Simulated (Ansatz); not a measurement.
Input of an Ansatz 0.2.0 run:

The input input.yaml:

```yaml
crystal:
  lattice:
    - [0.0, 2.82891, 2.82891]
    - [2.82891, 0.0, 2.82891]
    - [2.82891, 2.82891, 0.0]
  atoms:
    - { symbol: Ge, position: [0.75, 0.75, 0.75] }
    - { symbol: Ge, position: [0.5, 0.5, 0.5] }
kpoints:
  mp_grid: { grid: [8, 8, 8] }
  band_path:
    path:
      - [0.0, 0.0, 0.0]
      - [0.5, 0.0, 0.5]
      - [0.5, 0.25, 0.75]
      - [0.375, 0.375, 0.75]
      - [0.0, 0.0, 0.0]
      - [0.5, 0.5, 0.5]
      - [0.625, 0.25, 0.625]
      - [0.5, 0.25, 0.75]
    npoints: 6
scf:
  occupations: { method: fermi_dirac, width: 0.05 }
hamiltonian:
  xc: pbesol
  pseudopotentials: { kind: all_electron, datasets: crystal }
output:
  forces: true
  stress: true
  eigenvalues: true
  elf: true
  volumetric_format: npy
```

Potentials or basis: all-electron PAW datasets made for the crystal.

The run is started by

```sh
$ ansatz run input.yaml --threads 1 --pin off --max-ram 3072MiB --backend cpu --events-out ev --progress --plain --runs-dir out
```

Question: Estimate the band gap along the path.

Answer: None (metal or under the smearing width).

Question: Estimate the pressure.

Answer: 0.6 GPa.

Levels at the corners of the path, in eV from the Fermi level:
```
point  band 2  band 3  band 4  band 5  band 6  band 7
    Γ   -0.03   -0.02   -0.02   -0.02    2.51    2.51
    X   -8.92   -3.11   -3.11    0.64    0.64    9.46
    W   -8.82   -3.96   -3.96    4.26    4.26    4.61
    K   -8.33   -4.39   -2.66    1.06    4.00    7.14
    Γ   -0.03   -0.02   -0.02   -0.02    2.51    2.51
    L   -7.65   -1.43   -1.43    0.10    3.68    3.68
    U   -8.33   -4.39   -2.66    1.06    4.00    7.14
    W   -8.82   -3.96   -3.96    4.26    4.26    4.61
```

**The experiment to reproduce.**

“Electronic and optical properties of SixGe1-x-ySny alloys lattice-matched to Ge”, 2021, arxiv:2109.02782 reports, for a bulk crystal of Ge at 300 K: band gap 0.807 eV (direct).

Against the measured gap of Ge, 0.807 eV (direct; 300 K; “Electronic and optical properties of SixGe1-x-ySny alloys lattice-matched to Ge”, 2021, arxiv:2109.02782), the calculated 0.00 eV is off by -0.81 eV. 3 values of this kind are on record (0.666 to 0.807 eV); this one was drawn at random among those near their median. Spin-orbit coupling on Ge is left out. The value is that of PBEsol, without temperature or zero-point motion. Semilocal functionals fall short of measured gaps as a rule.
